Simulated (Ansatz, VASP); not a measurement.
**MoS2: VASP beside Ansatz**

Aim: how closely do two programs agree when they are given the same cell, functional and k mesh? Of the first pair: The structure shown is the start of the Ansatz relaxation below; VASP solves that cell, so the two are compared at the walk's first step.

Calculated with Ansatz 0.2.0; plane waves, with VASP 6.6.1 beside it; single point at PBE.

### 1. The structure

The cell holds 3 atoms: 1 Mo and 2 S. Its edges and angles: a = 3.169 Å, b = 3.169 Å, c = 30.061 Å, α = 90.0°, β = 90.0°, γ = 120.0°. It derives from MoS2. As first built, before any earlier steps moved the atoms (in the runner's words): one layer cut from layered MoS2 (space group P6_3/mmc). Vacuum lies along c. The height across the vacuum is the one that the program set for its solve, not the one typed.

### 2. Ansatz: relaxation, PBE

Ansatz runs on its default PAW (the set named soft_2) files.

The two programs are compared at the cell with which this relaxation starts, whose forces are those of its first step.

Contents of input.yaml:

```yaml
crystal:
  lattice:
    - [3.169, 0.0, 0.0]
    - [-1.5845, 2.7444345, 0.0]
    - [0.0, 0.0, 19.130296]
  atoms:
    - { symbol: Mo, position: [0.0, 0.0, 0.5] }
    - { symbol: S, position: [0.66666667, 0.33333333, 0.41818485] }
    - { symbol: S, position: [0.66666667, 0.33333333, 0.58181515] }
  periodic: [true, true, false]
kpoints:
  mp_grid: { grid: [8, 8, 1] }
scf:
  occupations: { method: fermi_dirac, width: 0.05 }
hamiltonian:
  xc: pbe
  pseudopotentials: { kind: paw }
output:
  forces: true
  stress: true
relax:
  f_tol: 0.02
  max_steps: 50
  cell: {}
```

Run with:

```console
> ansatz run input.yaml --threads 4 --pin off --max-ram 8192MiB --backend cpu --events-out ev --progress --plain --runs-dir out
```

Numbers of over 12 decimals in the logs are rounded to 6 here.

Log:

```text
Warning: crystal.periodic: the lattice vector that does not repeat stood 0.000° off the slab's normal, 19.130 Å along it as the deck builds it. The run solves the slab on a vector along the normal, 30.061 Å long, with every atom where it was (on the deck's vector they left 16.00 Å outside them, and the widest stretch free of ions among them is 1.57 Å). A fractional position that the run reports is one of the run's ce [...]
crystal.periodic: the lattice vector that does not repeat stood 0.000° off the slab's normal, 19.130 Å along it as the deck builds it. The run solves the slab on a vector along the normal, 30.061 Å long, with every atom where it was (on the deck's vector they left 16.00 Å outside them, and the widest stretch free of ions among them is 1.57 Å). A fractional position that the run reports is one of the run's cell, which [...]
Engine: ansatz 0.2.0, x86_64-unknown-linux-gnu
Pseudopotentials: kind: paw
Pseudopotential: Mo, paw, valence charge 14, recommended cutoff 420 eV (normal), Mo.paw.azcp
Pseudopotential: S, paw, valence charge 6, recommended cutoff 420 eV (normal), S.paw.azcp
Functional definition: PBE
  parameter kappa = 0.804
  parameter beta = 0.066725
  exchange = pbe_x(kappa = kappa, mu = beta*pi^2/3)
  correlation = pbe_c(beta = beta)
Crystal: 3 atoms, lattice volume = 261.440 Å³
Basis set: ecut = 420 eV, 5093 PW (Γ), exchange–correlation on 48×48×432 points (8 copies of the dense FFT grid, shifted against one another)
Bands: 17, of which v1, the nominal top of the filled ones, is band 13 counted from 1 (12 counted from 0)
Symmetry: 12 space group operations
Space group: P-6m2 (ITA 187), of the structure as read, at distance tolerance 6.4e-5 Å
k-points: 10 of 64 (time reversal used)
Non-local potential: Mo, projectors of the file, l = 0: 3, l = 1: 2, l = 2: 2, l = 3: 1
Non-local potential: S, projectors of the file, l = 0: 2, l = 1: 2, l = 2: 2
PAW form: soft (Blöchl's): semilocal exchange-correlation on the pseudo side does not see the compensation charge
PAW one-centre angular grid: Mo, 590 points (default); XC on 64 Gauss nodes
PAW one-centre angular grid: S, 110 points (default); XC on 64 Gauss nodes
Initial density: superposition of atomic densities (neutral atoms: chi_scale 0, normalization atom), corrected by the library's trained network
Initial wavefunctions: pseudopotential atomic-orbital guess
Functional: x = pbe(κ = 0.804, μ = 0.219515), c = pbe(β = 0.066725)
SCF iter   1: F=—  HF=-6762.804462 eV  |F-HF|=—  |Δ(HF+E_count)|=         —  Δρ=2.48e-3  dr2=5.33e-3  ethr=1.77e-3  ⟨swp⟩=14.1  Hψ=1679  notcnv=0
preconditioner: auto → none  [insulator: Δε(μ)=1.925 eV  Ē_g=8.063 eV  σ=0.050 eV  W_gap=1.00  n_scr=16 (ndim 8)  ℏωp=9.7 eV  f_vac=0.766  D(μ)=0.00/eV (n_scr^D=0)  ε∞_Penn≈2.5]
SCF iter   2: F=—  HF=-6762.811691 eV  |F-HF|=—  |Δ(HF+E_count)|=   7.23e-3  Δρ=1.62e-3  dr2=9.24e-3  ethr=2.05e-5  ⟨swp⟩=3.4  Hψ=534  notcnv=0
[...]
relax step   1: F+E_penalty+E_count = -6762.81345949 eV  Δ(F+E_penalty+E_count) = +0.000e0 eV  max|allowed force component| = 5.207e-2 eV/Å  Δτ_max = 0.0000 Å  P = +0.926 N/m  Ω = 261.440 Å³  fix = [c, alpha, beta]  reactions: c +0.000 N/m  (7 SCF iters, dr2 threshold 1.00e-7 eV, accepted)
[...]
relax step   2: F+E_penalty+E_count = -6762.81541050 eV  Δ(F+E_penalty+E_count) = -1.951e-3 eV  max|allowed force component| = 4.929e-2 eV/Å  Δτ_max = 0.0066 Å  P = -0.142 N/m  Ω = 264.796 Å³  energy of the carried Pulay correction = -7.480e-5 eV  fix = [c, alpha, beta]  reactions: c +0.000 N/m  (7 SCF iters, dr2 threshold 3.00e-7 eV, accepted)
[...]
relax step   3: F+E_penalty+E_count = -6762.81570877 eV  Δ(F+E_penalty+E_count) = -2.983e-4 eV  max|allowed force component| = 2.632e-2 eV/Å  Δτ_max = 0.0056 Å  P = -0.052 N/m  Ω = 264.036 Å³  energy of the carried Pulay correction = -5.795e-5 eV  fix = [c, alpha, beta]  reactions: c +0.000 N/m  (5 SCF iters, dr2 threshold 1.52e-7 eV, accepted)
[...]
relax step   4: F+E_penalty+E_count = -6762.81574593 eV  Δ(F+E_penalty+E_count) = -3.717e-5 eV  max|allowed force component| = 1.556e-4 eV/Å  Δτ_max = 0.0014 Å  P = -0.001 N/m  Ω = 264.035 Å³  energy of the carried Pulay correction = -5.791e-5 eV  fix = [c, alpha, beta]  reactions: c +0.000 N/m  (5 SCF iters, dr2 threshold 4.33e-8 eV, accepted)
[...]
relax step   5: F+E_penalty+E_count = -6762.81580359 eV  Δ(F+E_penalty+E_count) = -5.766e-5 eV  max|allowed force component| = 1.869e-4 eV/Å  Δτ_max = 0.0000 Å  P = -0.001 N/m  Ω = 264.035 Å³  fix = [c, alpha, beta]  reactions: c +0.000 N/m  stress off target by 1.28e-3 N/m on what of the cell is left free  SCF on the basis re-selected at this cell (its energy is not comparable with the rows above)  (6 SCF iters)
basis re-selected at this cell: Δ(F+E_penalty+E_count) = -5.766e-5 eV, ΔP = -0.000 N/m vs the last step (what re-selecting the basis moved, of the pressure what is left beyond the Pulay correction that the steps carried, after the strain that the cell walked since its last selection, with what the two solves' SCF thresholds leave and, on support functions, any second-order correction that the steps lacked; it is no m [...]
SCF converged after 6 iterations
Free energy (F): -6762.815804 eV
Harris-Foulkes:  -6762.815804 eV  (|F-HF|=3.64e-8)
Internal energy: -6762.815804 eV  (E = F + TS)
E sigma→0 (E₀):  -6762.815804 eV
Fermi energy:    -5.056693 eV
--- Per-component energies (eV) ---
  E_band       = -576.066068
  E_kinetic    = 654.895278
  E_local      = -44181.039469  (includes V_loc(G=0)·N_el)
  E_nonlocal   = 199.060852
  E_hartree    = 21654.314082
  E_xc         = -378.034710
  E_vxc        = -404.343606  (∫ρ·V_xc dr)
  E_paw        = -4401.470579  (= ΣΔE_a)
  E_vpaw       = -153.267722  (= ΣTr[D̂ρ^β])
  E_aug_tail   = 0.000042  (compensation charges beyond the density's cutoff)
  E_ewald      = 19689.458699
  E_smearing   = -0.000000  (= −TS)
  E_closure    = 0.000000  (closes the sum)
  Σ components = -6762.815804   (vs F -6762.815804, Δ=0.00e0)
--- Forces (eV/Å), atoms counted from 1 ---
  atom   1  Mo     0.00000000     0.00000000     0.00000000
  atom   2  S     -0.00000000     0.00000000     0.00018694
  atom   3  S     -0.00000000     0.00000000    -0.00018694
  max |Σ_I F_I| component: 1.16e-16 eV/Å
--- 2D stress c σ (N/m, compression-positive) ---
       -0.001284      -0.000000       0.000000
        0.000000      -0.001284       0.000000
        0.000000       0.000000       0.000000
  P = ½ c Tr σ = -0.0013 N/m
--- Relaxed structure (4 steps of the walk, 4 accepted, 1 SCFs on fresh bases) ---
  F+E_penalty+E_count = -6762.81580359 eV   max|allowed force component| = 1.869e-4 eV/Å   (the final SCF, on the basis selected at the relaxed cell)
  cell:  # Å, volume = 264.0346 Å³
    - [3.184684, 0, 0.0]
    - [-1.592342, 2.758017, 0.0]
    - [0.0, 0.0, 30.060592]
  atoms:
    - { symbol: Mo, position: [-2.467162295326583e-17, -4.934324549294136e-17, 0.318196] }
    - { symbol: S, position: [0.666667, 0.333333, 0.266210] }
    - { symbol: S, position: [0.666667, 0.333333, 0.370181] }
```

### 3. VASP: single point, PBE, start cell, pair 1

The same cell, functional, mesh and smearing now go to VASP, with its own data sets.

Lines of VASP's logs that name or quote its potential files are left out, and so is its time.

Contents of INCAR:

```
SYSTEM = MoS2
PREC = Accurate
ENCUT = 400
EDIFF = 1E-06
NELM = 120
ISMEAR = -1
SIGMA = 0.05
LREAL = .FALSE.
ALGO = Normal
GGA = PE
NBANDS = 19
LASPH = .TRUE.
LORBIT = 11
LWAVE = .FALSE.
LCHARG = .FALSE.
ISIF = 2
LDIPOL = .TRUE.
IDIPOL = 3
DIPOL = 0.5 0.5 0.318
LVHAR = .TRUE.
GGA_COMPAT = .FALSE.
EFERMI = MIDGAP
NELMDL = -8
```

Contents of POSCAR:

```
MoS2
1.0
    3.1690000000      0.0000000000      0.0000000000
   -1.5845000000      2.7444350000      0.0000000000
    0.0000000000      0.0000000000     30.0605920000
Mo S
1 2
Direct
    0.0000000000      0.0000000000      0.3181955964
    0.6666667274      0.3333334548      0.2661291567
    0.6666667274      0.3333334548      0.3702620361
```

Contents of KPOINTS:

```
Automatic mesh
0
Gamma
8 8 1
0 0 0
```

PAW data sets: Mo_sv and S (PBE family, release 64).

Run with:

```console
> mpirun -np 1 vasp_std
```

Log:

```text
[banner, memory and clock lines left out]
running    1 mpi-ranks, on    1 nodes
 distrk:  each k-point on    1 cores,    1 groups
 distr:  one band on    1 cores,    1 groups

 POSCAR found type information on POSCAR MoS
 POSCAR found :  2 types and       3 ions
 LDA part: xc-table for (Slater+PW92), standard interpolation
 POSCAR, INCAR and KPOINTS ok, starting setup
 FFT: planning ... GRIDC
 FFT: planning ... GRID_SOFT
 FFT: planning ... GRID
 WAVECAR not read
 entering main loop
       N       E                     dE             d eps       ncg     rms          rms(c)
DAV:   1     0.136169431415E+03    0.13617E+03   -0.11867E+04   540   0.838E+02
DAV:   2    -0.117891348214E+02   -0.14796E+03   -0.14511E+03   548   0.200E+02
DAV:   3    -0.232317913432E+02   -0.11443E+02   -0.11405E+02   541   0.528E+01
DAV:   4    -0.233470213719E+02   -0.11523E+00   -0.11494E+00   499   0.609E+00
DAV:   5    -0.233498001884E+02   -0.27788E-02   -0.27784E-02   513   0.876E-01
DAV:   6    -0.233498949068E+02   -0.94718E-04   -0.94717E-04   514   0.145E-01
DAV:   7    -0.233498994142E+02   -0.45074E-05   -0.45073E-05   509   0.279E-02
DAV:   8    -0.233498996587E+02   -0.24454E-06   -0.24445E-06   493   0.603E-03    0.238E+01
DAV:   9    -0.222600770133E+02    0.10898E+01   -0.11623E+01   400   0.208E+01    0.903E+00
DAV:  10    -0.220779928253E+02    0.18208E+00   -0.59173E+00   412   0.139E+01    0.600E+00
DAV:  11    -0.218508764485E+02    0.22712E+00   -0.12249E+00   415   0.672E+00    0.165E+00
DAV:  12    -0.218520833170E+02   -0.12069E-02   -0.42981E-02   466   0.127E+00    0.909E-01
DAV:  13    -0.218471094522E+02    0.49739E-02   -0.24970E-02   441   0.999E-01    0.157E-01
DAV:  14    -0.218467510142E+02    0.35844E-03   -0.81243E-04   489   0.197E-01    0.658E-02
[...]
DAV:  19    -0.218468795157E+02   -0.98073E-04   -0.64888E-06   433   0.118E-02    0.452E-03
DAV:  20    -0.218469135101E+02   -0.33994E-04   -0.63888E-07   373   0.280E-03    0.339E-03
DAV:  21    -0.218469440161E+02   -0.30506E-04   -0.24262E-06   380   0.582E-03    0.198E-03
DAV:  22    -0.218469571065E+02   -0.13090E-04   -0.43681E-07   374   0.254E-03    0.828E-04
DAV:  23    -0.218469615093E+02   -0.44028E-05   -0.10621E-07   330   0.111E-03    0.428E-04
DAV:  24    -0.218469657722E+02   -0.42628E-05   -0.12424E-07   344   0.103E-03    0.601E-04
DAV:  25    -0.218469671408E+02   -0.13687E-05   -0.26986E-08   281   0.816E-04    0.110E-04
DAV:  26    -0.218469678216E+02   -0.68073E-06   -0.72098E-09   256   0.341E-04
   1 F= -.21846968E+02 E0= -.21846968E+02  d E =-.987622E-09
```

(Continued in part 2 of 2.)

[Lines on the potential files, build, host, timing and source positions are cut from VASP's logs without a mark.]

[Logs are printed without paths, hosts, clocks, repeated set-up lines and the standing remarks that a program may print on its own settings, such as how far it seeks lower states.]

[Hosts, paths, dates, database ids (printed as entryN), source tags and the programs' standing remarks are cut or masked in the printed files.]
